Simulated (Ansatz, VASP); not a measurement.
# One calculation of Ag, two programs

```xyz
2
Lattice="2.9258 0.0000 0.0000 -1.4629 2.5338 0.0000 0.0000 0.0000 4.8221" Properties=species:S:1:pos:R:3 pbc="T T T"
Ag    0.0000    1.6892    3.6166
Ag    1.4629    0.8446    1.2055
```

Alike in both runs: functional PBE; k mesh 21 × 21 × 12; occupations gaussian, width 0.1 eV; no spin polarisation.

Ansatz relaxed the structure, and its values are those at the end. VASP's run is a single point on that final structure, the one shown.

|  | VASP | Ansatz |
| --- | --- | --- |
| version | VASP 6.6.1 | Ansatz 0.2.0 |
| potentials or method | VASP PAW PBE potentials, release 64 (Ag) | scalar-relativistic, plane waves, PAW |
| plane-wave cutoff (eV) | 520 | 420 |
| valence electrons in the cell | 22 | 38 |

|  | VASP | Ansatz | Ansatz less VASP |
| --- | --- | --- | --- |
| gap on the k mesh at the Fermi level (eV) | none | none | - |
| pressure (GPa) | 0.0 | 0.0 | +0.04 |

A gap of «none» marks a metal or a gap that the smearing closes. With one functional, cell and mesh, what is left measures potentials, basis and numerics. The two sets of potentials don't hold the same shells in valence.
